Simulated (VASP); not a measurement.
A run of VASP 6.6.1 is set up as follows.

File INCAR:

```
SYSTEM = Ir
PREC     = Accurate       ! precision mode
ENCUT    = 520            ! plane-wave cutoff, eV
EDIFF    = 1E-6           ! SCF threshold, eV
ISMEAR   = 1              ! smearing method
SIGMA    = 0.1            ! smearing width, eV
LREAL    = .False.        ! projectors in reciprocal space
LASPH    = .True.         ! aspherical terms in the spheres
NELM     = 120            ! most SCF steps
ALGO     = Normal         ! electronic algorithm
ISIF     = 2              ! what is computed and relaxed
LWAVE    = .False.        ! write WAVECAR
LCHARG   = .False.        ! write CHGCAR
LDIPOL   = .True.       
IDIPOL   = 3            
DIPOL    = 0.5 0.5 0.500
GGA      = CA             ! functional
IBRION   = 2              ! ionic algorithm
NSW      = 90             ! ionic steps
EDIFFG   = -0.02          ! ionic threshold
KPAR     = 2
```

File KPOINTS:

```
Automatic mesh
0
Gamma
  14 14 1
  0 0 0
```

Contents of POSCAR:

```
Ir
1.0
    2.6764199300      0.0000000000      0.0000000000
   -1.3382099600      2.3178476100      0.0000000000
    0.0000000000      0.0000000000     27.8119328100
Ir
4
Direct
    0.6666670000      0.3333330000      0.3801033300
    0.3333340000      0.6666660000      0.4600356400
    0.0000000000      1.0000000000      0.5399643600
    0.6666670000      0.3333330000      0.6198966700
```

Potentials or basis: VASP PAW LDA potentials, release 64 (Ir).

The run is started by

```sh
$ cat potpaw_LDA.64/Ir/POTCAR > POTCAR
$ mpirun -np 2 vasp_std > vasp.out
```

Task: Estimate the band gap on the k mesh.

Result: None (metal or under the smearing width).

Task: What does it give for the energy gained by relaxing?

Result: 8.1 meV/atom.

Forces in eV/Å, atoms in the order of the input:
```
Ir   0.000  0.000 -0.001
Ir   0.000  0.000  0.004
Ir   0.000  0.000 -0.004
Ir   0.000  0.000  0.001
```

Spin-orbit coupling is left out, which matters for the levels of Ir.
